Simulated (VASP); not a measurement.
Wanted: the native input for a VASP 6.6.1 run.

* Task: relaxation of cell and atoms
* Functional: PBE
* Dispersion: D3(BJ)
* Potentials or basis: VASP PAW PBE potentials, release 64 (Te, Pt)
* Cutoff: 600 eV
* k mesh: 12 × 12 × 7
* Occupations: methfessel-paxton, width 0.1 eV
* Spin: no spin polarisation
* Further INCAR settings: ALGO = Normal; EDIFF = 1e-07; IBRION = 2; EDIFFG = -0.005; NSW = 90; ISIF = 3

The structure of Te2Pt (Moncheite) lies in POSCAR:

```
Te2Pt                                   
1.0
    4.0518917413      0.0000000000     -0.0000000000
   -2.0259458706      3.5090411814     -0.0000000000
   -0.0000000000     -0.0000000000      5.0731660375
  Te              Pt            
     2     1
Direct
     0.3333333332999970    0.6666666667000030    0.2678628194259557
     0.6666666667000030    0.3333333332999970    0.7321371805740444
     0.0000000000000000    1.0000000000000000    1.0000000000000000
```

These files were run (other wordings do the same):

INCAR

```
PREC = Accurate
ENCUT = 600
EDIFF = 1E-7
ISMEAR = 1
SIGMA = 0.1
LREAL = F
LASPH = T
NELM = 80
ALGO = Normal
ISIF = 3
LWAVE = F
LCHARG = F
GGA = PE
IVDW = 12
IBRION = 2
NSW = 90
EDIFFG = -0.005
KPAR = 4
```

KPOINTS

```
Automatic mesh
0
Gamma
  12 12 7
```

Potentials or basis: VASP PAW PBE potentials, release 64 (Te, Pt).

Run with:

```sh
$ cat potpaw_PBE.64/Te/POTCAR potpaw_PBE.64/Pt/POTCAR > POTCAR
$ mpirun -np 4 vasp_std > vasp.out
```

Results of the run:

| Property | Result |
| --- | --- |
| Relaxed volume | 24.05 Å³/atom |
| Relaxed cell | a = 4.051 Å, b = 4.051 Å, c = 5.078 Å, α = 90.00°, β = 90.00°, γ = 120.00° |
| Space group after relaxing (to 0.05 Å) | P-3m1 (No. 164) |
| Energy gained by relaxing | 0.0 meV/atom |
| Ionic steps | 3 |
| Pressure after relaxing | 0.0 GPa |
| Band gap on the k mesh | none (metal or under the smearing width) |
| Dispersion energy per atom | -0.568 eV |

Caveat: pairwise dispersion overbinds metals, which lowers pressure and volume.

Run time: 36 s on 4 MPI ranks on AMD EPYC 9R45 96-Core Processor (Zen 5), on a shared host, peak memory 0.32 GiB a rank.
